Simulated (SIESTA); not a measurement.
Runs of SIESTA 5.4.2 on Na2S. It takes space group Fm-3m (No. 225, cubic). The conventional cell has a = 6.547 Å, b = 6.547 Å, c = 6.547 Å, α = 90.00°, β = 90.00°, γ = 90.00°. Around S (site symmetry m-3m) lie 8 Na at 2.83 Å. Na (site symmetry -43m) has 4 S at 2.83 Å as nearest neighbours. 

| level | potentials or basis | gap on the mesh (eV) | pressure (GPa) |
| --- | --- | --- | --- |
| LDA | PseudoDojo 0.4 standard (LDA files), DZP (energy shift 0.003 Ry; two zetas on semicore shells) | 2.26 | -1.8 |
| AM05 | PseudoDojo 0.4 standard (PBEsol files), DZP (energy shift 0.003 Ry; two zetas on semicore shells) | 2.53 | 0.4 |
| BLYP | PseudoDojo 0.4 standard (PBE files), DZP (energy shift 0.003 Ry; two zetas on semicore shells) | 2.60 | (a) |
| vdW-DF-cx | PseudoDojo 0.4 standard (PBE files), DZP (energy shift 0.003 Ry; two zetas on semicore shells) | (b) | 0.8 |
| PBEsol | PseudoDojo 0.4 standard (PBEsol files), DZP (energy shift 0.003 Ry; two zetas on semicore shells) | 2.39 | -0.2 |

Alike in all rows: task band structure; no spin polarisation; cell as given; k mesh 7 × 7 × 7; smearing fermi-dirac 0.05 eV; grid cutoff 800 Ry; energy shift 0.003 Ry.

Question: Estimate the missing entries.

Answer: (a) 1.7; (b) 2.55.

Caveats: the basis of atomic orbitals isn't converged, which shifts pressures, moduli and gaps; the potentials were made for another functional, which shifts forces and pressure (some runs).

A k mesh can miss the band edges.

Not every run made on this cell is shown here.
